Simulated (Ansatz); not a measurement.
# Ga2O3 (C2/m): the equilibrium volume

At what volume is Ga2O3 (C2/m) free of pressure?

Program: Ansatz 0.2.0. Level of theory: DFT PBE, scalar-relativistic, plane waves, PAW. These are calculated values, not measurements.

2 further runs of the same task are left out: 2 set aside as unsound or not needed.

## (1) Starting point

It takes space group C2/m (No. 12, monoclinic). Conventional cell: a = 12.280 Å, b = 3.048 Å, c = 5.817 Å, α = 90.00°, β = 103.76°, γ = 90.00°. Ga (site symmetry m) has 6 O at 1.94 to 2.08 Å as nearest neighbours. Ga (site symmetry m) has 4 O at 1.84 to 1.87 Å as nearest neighbours. O (site symmetry m) is surrounded by 3 Ga at 1.84 to 1.94 Å. O (site symmetry m) is surrounded by 4 Ga at 1.87 to 2.08 Å. O (site symmetry m) has 3 Ga at 1.84 to 1.95 Å as nearest neighbours.

Coordinates:

```
Ga O
1.0
     6.14024   -1.52378    0.00000
     6.14024    1.52378    0.00000
    -1.38413    0.00000    5.65035
Ga O
4 6
Cartesian
  3.2411 0.0000 3.8720
  7.6552 0.0000 1.7783
  10.8854 0.0000 1.1595
  0.0110 0.0000 4.4908
  5.1547 0.0000 4.2001
  5.7416 0.0000 1.4502
  9.5468 0.0000 2.4679
  1.3495 0.0000 3.1824
  1.8691 0.0000 0.6168
  9.0272 0.0000 5.0336
```

## (2) The first run (PBE, 6×6×4 mesh)

File input.yaml:

```yaml
crystal:
  lattice:
    - [6.1402367086, -1.5237836756, 0.0]
    - [6.1402367086, 1.5237836756, 0.0]
    - [-1.3841308865, 0.0, 5.6503488592]
  atoms:
    - { symbol: Ga, position: [0.3411617, 0.3411617, 0.68526966] }
    - { symbol: Ga, position: [0.6588383, 0.6588383, 0.31473034] }
    - { symbol: Ga, position: [0.9095256, 0.9095256, 0.205214] }
    - { symbol: Ga, position: [0.0904744, 0.0904744, 0.794786] }
    - { symbol: O, position: [0.50353087, 0.50353087, 0.74333591] }
    - { symbol: O, position: [0.49646913, 0.49646913, 0.25666409] }
    - { symbol: O, position: [0.82662894, 0.82662894, 0.43676984] }
    - { symbol: O, position: [0.17337106, 0.17337106, 0.56323016] }
    - { symbol: O, position: [0.16450498, 0.16450498, 0.10915408] }
    - { symbol: O, position: [0.83549502, 0.83549502, 0.89084592] }
basis:
  ecutwfc: 420
kpoints:
  mp_grid: { grid: [6, 6, 4] }
hamiltonian:
  xc: pbe
scf:
  occupations: { method: gaussian, width: 0.1 }
output:
  forces: true
  stress: true
  eigenvalues: true
```

Started as:

```sh
$ ansatz run input.yaml --threads 8 --pin off --max-ram 16384MiB --backend cpu --events-out ev --progress --plain --runs-dir out
```

The runs that follow: Full relaxation.

Before running it: what results should come out? Wanted: volume; pressure; conventional cell; gap on the mesh.

The runs gave:

| quantity | value |
| --- | --- |
| volume | 10.964 Å³/atom |
| pressure | 0.02 GPa |
| conventional cell | a = 12.454 Å, b = 3.083 Å, c = 5.878 Å, α = 90.00°, β = 103.70°, γ = 90.00° |
| gap on the mesh | 2.02 eV |

**Reading.** Over the 2 runs shown the cell moved from 10.57 to 10.96 Å³/atom, a change of +3.7 %, where the pressure is zero within 0.02 GPa.

These are semilocal Kohn-Sham gaps, which aren't the measured quantity. Such gaps usually fall short of the measured ones.
